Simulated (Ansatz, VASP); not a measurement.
# One calculation of Sb, two programs

```xyz
1
Lattice="0.0000 2.3712 2.3712 2.3712 0.0000 2.3712 2.3712 2.3712 0.0000" Properties=species:S:1:pos:R:3 pbc="T T T"
Sb    0.0000    0.0000    0.0000
```

This isn't the form of Sb at room conditions, which is rhombohedral.

Alike in both runs: task single point; functional PBE; dispersion D3(BJ); k mesh 20 × 20 × 20; occupations gaussian, width 0.15 eV; no spin polarisation.

```csv
,VASP,Ansatz
version,VASP 6.6.1,Ansatz 0.2.0
potentials or method,"VASP PAW PBE potentials, release 64 (Sb)","scalar-relativistic, plane waves, PAW"
plane-wave cutoff (eV),520,420
valence electrons in the cell,5,15
```

Ansatz gave:

| Quantity | Value |
| --- | --- |
| gap on the k mesh at the Fermi level (eV) | none |
| pressure (GPa) | -1.3 |

**Question.** What did VASP give for the same quantities?

**Answer.** gap on the k mesh at the Fermi level (eV): none; pressure (GPa): -1.4.

A gap of «none» marks a metal or a gap that the smearing closes. The two sets of potentials don't hold the same shells in valence.

Caveats: pairwise dispersion overbinds metals, which lowers pressure and volume. The runs have no spin-orbit coupling, so splittings on Sb are missing.
